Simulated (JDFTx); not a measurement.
Runs of JDFTx 1.7.0 (patched build) on GaSb. Symmetry: F-43m, No. 216, cubic system. The conventional cell has a = 6.118 Å, b = 6.118 Å, c = 6.118 Å, α = 90.00°, β = 90.00°, γ = 90.00°. Around Sb (site symmetry -43m) lie 4 Ga at 2.65 Å. Ga (site symmetry -43m) has 4 Sb at 2.65 Å as nearest neighbours. 

```tsv
task	level	potentials or basis	cell	k mesh	cutoff (eV)	density cutoff over wavefunction cutoff	max SCF steps	SCF threshold on the energy	solver of the electrons	further solve for the empty bands	gap on the mesh (eV)	pressure (GPa)	V0 of scaled cells (Å³/atom)	B0 (GPa)
relaxation of cell and atoms	PBEsol	PseudoDojo-SR-PBEsol-0.4.1-standard	relaxed	5 × 5 × 5	1088	8	100	1e-10 Ha	scf	no	none	0.0	-	-
single point	PBE	PseudoDojo-SR-PBE-0.5-standard	as given	8 × 8 × 8	1088	8	100	1e-09 Ha	scf	yes	none	2.3	-	-
single point	LDA	PseudoDojo-SR-LDA-0.4.1-standard	as given	8 × 8 × 8	1143	8	100	1e-09 Ha	scf	yes	none	-1.8	-	-
equation of state	LDA	PseudoDojo-SR-LDA-0.4.1-standard with smoothed tails	as given	8 × 8 × 8	1143	8	100	1e-09 Ha	scf	-	-	-	27.65	55
equation of state	PBE	PseudoDojo-SR-PBE-0.5-standard	as given	8 × 8 × 8	1088	4	100	1e-08 Ha	scf	-	-	-	30.04	(a)
single point	PBE	PseudoDojo-SR-PBE-0.5-standard	as given	8 × 8 × 8	1088	4	100	1e-08 Ha	scf	yes	none	2.3	-	-
single point	PBEsol	PseudoDojo-SR-PBEsol-0.4.1-standard	as given	8 × 8 × 8	1088	8	100	1e-09 Ha	scf	yes	none	(b)	-	-
```

Alike in all rows: no spin polarisation; smearing fermi-dirac 0.05 eV.

Problem. Fill in the values left out.

Solution. (a) 44; (b) -0.2.

Caveats: this crystal is a semiconductor, whose small gap the functional closes, so the metal is an error of the method (some runs); the empty levels aren't tightly converged (some runs).

A k mesh can miss the band edges, and the runs leave out spin-orbit coupling on Ga, Sb.

A gap of «none» marks a metal or a gap under the smearing width.

Not every run made on this cell is shown here.
